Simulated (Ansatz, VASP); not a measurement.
Two plane-wave programs on W

```xyz
1
Lattice="-1.5772 1.5772 1.5772 1.5772 -1.5772 1.5772 1.5772 1.5772 -1.5772" Properties=species:S:1:pos:R:3 pbc="T T T"
W     0.0000    0.0000    0.0000
```

Alike in both runs: functional PBEsol; k mesh 18 × 18 × 18; occupations gaussian, width 0.1 eV; no spin polarisation.

Ansatz relaxed the structure, and its values are those at the end. VASP's run is a single point on that final structure, the one shown.

|  | VASP | Ansatz |
| --- | --- | --- |
| version | VASP 6.6.1 | Ansatz 0.2.0 |
| potentials or method | VASP PAW PBE potentials, release 64 (W_sv) | scalar-relativistic, plane waves, PAW |
| plane-wave cutoff (eV) | 520 | 420 |
| valence electrons in the cell | 14 | 14 |

Ansatz gave:

| Property | Result |
| --- | --- |
| gap on the k mesh at the Fermi level (eV) | none |
| pressure (GPa) | 0.0 |

Question: Estimate VASP's values.

Answer: gap on the k mesh at the Fermi level (eV): none; pressure (GPa): 0.6.

A gap of «none» marks a metal or a gap that the smearing closes.

Caveats: the PAW data sets were made with another functional, which shifts forces and pressure a little (VASP). The runs have no spin-orbit coupling, so splittings on W are missing.
